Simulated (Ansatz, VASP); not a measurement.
## InAs in VASP and in Ansatz

INCAR

```
PREC = Accurate
ENCUT = 630
EDIFF = 1E-6
ISMEAR = -1
SIGMA = 0.05
LREAL = False
LASPH = True
NELM = 100
ALGO = Normal
ISIF = 3
LWAVE = False
LCHARG = False
GGA = PE
IBRION = 2
NSW = 40
EDIFFG = -0.005
```

File KPOINTS:

```
Automatic mesh
0
Gamma
  8 8 8
```

The input POSCAR:

```
InAs
1.0
    0.0000000000      3.0180000000      3.0180000000
    3.0180000000      0.0000000000      3.0180000000
    3.0180000000      3.0180000000      0.0000000000
In As
1 1
Direct
    0.0000000000      0.0000000000      0.0000000000
    0.7500000000      0.7500000000      0.7500000000
```

The input input.yaml:

```yaml
crystal:
  lattice:
    - [0.0, 3.018, 3.018]
    - [3.018, 0.0, 3.018]
    - [3.018, 3.018, 0.0]
  atoms:
    - { symbol: In, position: [0.0, 0.0, 0.0] }
    - { symbol: As, position: [0.75, 0.75, 0.75] }
hamiltonian:
  xc: pbe
  pseudopotentials: { kind: paw }
kpoints:
  mp_grid: { grid: [8, 8, 8] }
scf:
  occupations: { method: fermi_dirac, width: 0.05 }
output:
  forces: true
  stress: true
relax:
  f_tol: 0.01
  max_steps: 40
  cell: { stress_tol: 0.05 }
```

Alike in both runs: task relaxation of cell and atoms; functional PBE; k mesh 8 × 8 × 8; occupations fermi-dirac, width 0.05 eV; no spin polarisation.

|  | VASP | Ansatz |
| --- | --- | --- |
| version | VASP 6.6.1 | Ansatz 0.2.0 |
| potentials or method | VASP PAW PBE potentials, release 64 (In_d_GW, As_GW) | Ansatz PAW |
| plane-wave cutoff (eV) | 630 | 420 |
| valence electrons in the cell | 18 | 28 |

Ansatz gave:

* relaxed volume (Å³/atom): 29.60
* relaxed cell length with the largest relative difference (Å): 4.375
* energy change over the relaxation (meV/atom): -26

Task: Which values does VASP return?

Result: Relaxed volume (Å³/atom): 29.58; relaxed cell length with the largest relative difference (Å): 4.374; energy change over the relaxation (meV/atom): -26.

The two sets of potentials don't hold the same shells in valence.

Caveats: the plane-wave basis is chosen anew once the cell has moved, so the energies of steps on either side of that aren't comparable (Ansatz). Zero-point motion and thermal expansion aren't in these numbers. PBE usually gives volumes a little too large and moduli too small.
